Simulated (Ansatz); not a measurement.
# ZrC/BP/Sc: predicting the conductance of a thicker barrier

**Method.** Ansatz 0.2.0, plane waves with PAW datasets, PBE. Interfaces are relaxed in a short slab (with D3(BJ) where the barrier is layered), set between ideal electrode layers that go on as semi-infinite leads, and the zero-bias conductance G at 300 K comes from T(E) on a typed mesh. The error is the largest of the program's estimates from energy step, mesh, the leads' potential steps and neutrality; its separate bound for narrow resonances between the energies solved isn't counted and can be far larger. The lower electrode is ZrC (rock salt 111), the upper Sc (hcp 0001) and the barrier BP (zinc blende 111), on a net of side 3.33 Å; d is the distance between the electrodes' last planes.

The runs shown:

| planes in the barrier | d (Å) | G (S/m²) | error (%) | lead step (meV) |
| --- | --- | --- | --- | --- |
| 4 | 8.27 | 2.09e13 | 50 | 21 |
| 6 | 10.92 | 7.07e12 | 65 | 22 |
| 8 | 13.57 | 4.32e12 | 53 | 22 |
| 10 | 16.22 | 1.54e12 | 50 | 22 |

**Question.** A further run has 12 planes, d = 18.86 Å. Fit G ∝ exp(−βd) to the rows shown and predict its conductance.

A: Take y = ln G: 30.67, 29.59, 29.10 and 28.07. The means are d = 12.24 Å and y = 29.35; Σ(Δd Δy) = −11.01 and Σ(Δd)² = 35.11, so the slope is −0.314 Å⁻¹ (β = 0.314 Å⁻¹). At d = 18.86 Å, y = 29.35 − 0.314 × 6.62 = 27.28, or G = 7.04e11 S/m².

Check: The run gave 4.17e11 S/m², with an error estimate of 46 % and a lead step of 22 meV. The prediction is 1.69 times that, too high by 69 %. That lies within the runs' own error estimates, carried through the fit.

Caveats: The interfaces are ideal, one cell wide, strained to a common net and relaxed from one registry with their symmetry kept. PBE's gaps are too small, so true decay constants are likely larger where the Fermi level lies deep in a gap. No spin-orbit coupling, phonons, disorder or image charges enter. The rows shown are chosen by tests on error estimates (under 100 to 120 %), lead steps (under 150 meV, though the program warns over 25), intact interfaces and, for fits, a steady trend in the rows shown; the data set holds 414 series of this kind, and not all pass.
